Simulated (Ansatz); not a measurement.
## Compressing TiO2: a fit and a missing row

TiO2, I4_1/amd, a = 3.799 Å, c = 9.697 Å. The compound has several low-lying forms, and this is one of them. Ansatz: PBE, PAW, 420 eV, Γ-centred 10×10×10 mesh on 6 atoms, Gaussian smearing 0.02 eV; no spin polarisation. Shape and atoms are relaxed at each volume; pressure is positive in compression.

```tsv
V (Å³/atom)	P (GPa)
10.264	25.28
10.614	18.06
10.964	11.58
11.314	?
11.664	0.02
12.014	-4.90
12.364	-9.25
12.830	-14.21
```

Task: Take V0 = 11.664 Å³/atom, count pressures from its P0 = 0.02 GPa, fit the third-order Birch–Murnaghan form to the other rows, and predict the missing pressure.

Result: With the Eulerian strain f = ½[(V0/V)^(2/3) − 1] and y = (P − P0)/[3f(1 + 2f)^(5/2)], the form is the line y = B0 + 1.5 B0 (B0′ − 4) f. Rows (f, y): 0.04449, 152.9; 0.03245, 158.4; 0.02106, 165.0; -0.00976, 176.5; -0.01905, 178.7; -0.03077, 180.7. Means f = 0.006403, y = 168.70; Σ(Δf)² = 0.004635, ΣΔfΔy = -1.751; the slope is their ratio. y = 171.1 − 377.8 f GPa, so B0 = 171.1 GPa and B0′ = 4 + 2 × (-377.8)/(3 × 171.1) = 2.53. At V = 11.314, f = 0.01026, y = 167.22 and P = 5.44 GPa. The run gave 5.51 GPa, so the fit is 0.07 GPa too low, within the rms miss on the fitted rows (0.13 GPa).